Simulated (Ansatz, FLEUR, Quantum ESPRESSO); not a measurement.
# TiNi: 3 runs at one level of theory

```
CELL_PARAMETERS angstrom
2.73580 0.00000 0.00000
0.00000 2.73580 0.00000
0.00000 0.00000 3.58141
ATOMIC_POSITIONS crystal
Ni 0.00000 0.00000 0.00000
Ti 0.50000 0.50000 0.50000
```

The cell comes from a database or a generator and needn't be the stable form of this composition.

Alike in all runs: task band structure; functional PBEsol; k mesh 10 × 10 × 8; occupations fermi-dirac, width 0.05 eV; collinear spin, ferromagnetic start; no spin-orbit coupling. Pressure is positive in compression and, in plane waves, holds the error of the finite cutoff.

| program and potentials | plane-wave cutoff (eV) | notes | pressure (GPa) | net moment per atom (μB) |
| --- | --- | --- | --- | --- |
| Quantum ESPRESSO, GBRV 1.5 PBEsol | 612 | - | -6.33 | 0.00 |
| FLEUR, all-electron, FLAPW | - | - | - | 0.00 |
| Ansatz, all-electron LAPW, scalar-relativistic | - | - | ? | ? |

Estimate from the other rows what the run with Ansatz, all-electron LAPW, scalar-relativistic gave.

Pressure -6.27 GPa; net moment per atom 0.00 μB. The other rows, which needn't bracket it: pressure -6.33; net moment per atom 0.00.
